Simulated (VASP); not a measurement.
Input of a VASP 6.6.1 run:

Contents of POSCAR:

```
CdS                                     
1.0
   -0.0000000000      2.9687775106      2.9687775106
    2.9687775106     -0.0000000000      2.9687775106
    2.9687775106      2.9687775106      0.0000000000
  Cd              S             
     1     1
Direct
     0.0000000000000000    1.0000000000000000    1.0000000000000000
     0.2500000000000000    0.2500000000000000    0.2500000000000000
```

The input INCAR.step1:

```
PREC = Accurate
ENCUT = 520
EDIFF = 1E-8
ISMEAR = 0
SIGMA = 0.02
LREAL = False
LASPH = True
NELM = 100
ALGO = Normal
ISIF = 2
LWAVE = False
LCHARG = False
KPAR = 4
GGA = PE
LEPSILON = True
```

The input KPOINTS.step1:

```
Automatic mesh
0
G
  10 10 10
  0 0 0
```

Contents of INCAR.step2:

```
PREC = Accurate
ENCUT = 520
EDIFF = 1E-5
ISMEAR = 0
SIGMA = 0.02
LREAL = False
LASPH = True
NELM = 100
ALGO = Normal
ISIF = 2
LWAVE = True
LCHARG = False
NBANDS = 16
KPAR = 4
GGA = PE
```

The input KPOINTS.step2:

```
Automatic mesh
0
Gamma
  6 6 6
```

File INCAR.step3:

```
PREC = Accurate
ENCUT = 520
EDIFF = 1E-7
ISMEAR = 0
SIGMA = 0.02
LREAL = False
LASPH = True
NELM = 100
ALGO = Normal
ISIF = 2
LWAVE = False
LCHARG = False
GGA = PE
LHFCALC = True
AEXX = 0.1557
PRECFOCK = Fast
HFRCUT = -1
NBANDS = 16
KPAR = 4
ISTART = 1
```

KPOINTS.step3

```
Automatic mesh
0
Gamma
  6 6 6
```

File KPOINTS_OPT:

```
path GXWKGLUWLK,UX
12
line-mode
reciprocal
 0.0000000000  0.0000000000  0.0000000000  G
 0.5000000000  0.0000000000  0.5000000000  X

 0.5000000000  0.0000000000  0.5000000000  X
 0.5000000000  0.2500000000  0.7500000000  W

 0.5000000000  0.2500000000  0.7500000000  W
 0.3750000000  0.3750000000  0.7500000000  K

 0.3750000000  0.3750000000  0.7500000000  K
 0.0000000000  0.0000000000  0.0000000000  G

 0.0000000000  0.0000000000  0.0000000000  G
 0.5000000000  0.5000000000  0.5000000000  L

 0.5000000000  0.5000000000  0.5000000000  L
 0.6250000000  0.2500000000  0.6250000000  U

 0.6250000000  0.2500000000  0.6250000000  U
 0.5000000000  0.2500000000  0.7500000000  W

 0.5000000000  0.2500000000  0.7500000000  W
 0.5000000000  0.5000000000  0.5000000000  L

 0.5000000000  0.5000000000  0.5000000000  L
 0.3750000000  0.3750000000  0.7500000000  K

 0.6250000000  0.2500000000  0.6250000000  U
 0.5000000000  0.0000000000  0.5000000000  X
```

Potentials or basis: VASP PAW PBE potentials, release 64 (Cd, S).

The run is started by

```console
$ cat potpaw_PBE.64/Cd/POTCAR potpaw_PBE.64/S/POTCAR > POTCAR
$ cp INCAR.step1 INCAR
$ cp KPOINTS.step1 KPOINTS
$ mpirun -np 4 vasp_std > vasp.out
$ cp INCAR.step2 INCAR
$ cp KPOINTS.step2 KPOINTS
$ mpirun -np 4 vasp_std > vasp.out
$ cp INCAR.step3 INCAR
$ cp KPOINTS.step3 KPOINTS
$ mpirun -np 4 vasp_std > vasp.out
```

(1) What does it give for the pressure?

(2) Estimate the band gap along the path.

(3) Predict the band gap on the k mesh.

Answers

(1) -0.9 GPa.

(2) 2.03 eV, direct.

(3) 2.03 eV, direct.

Caveat: the PAW data sets were made with another functional, which shifts forces and pressure a little.
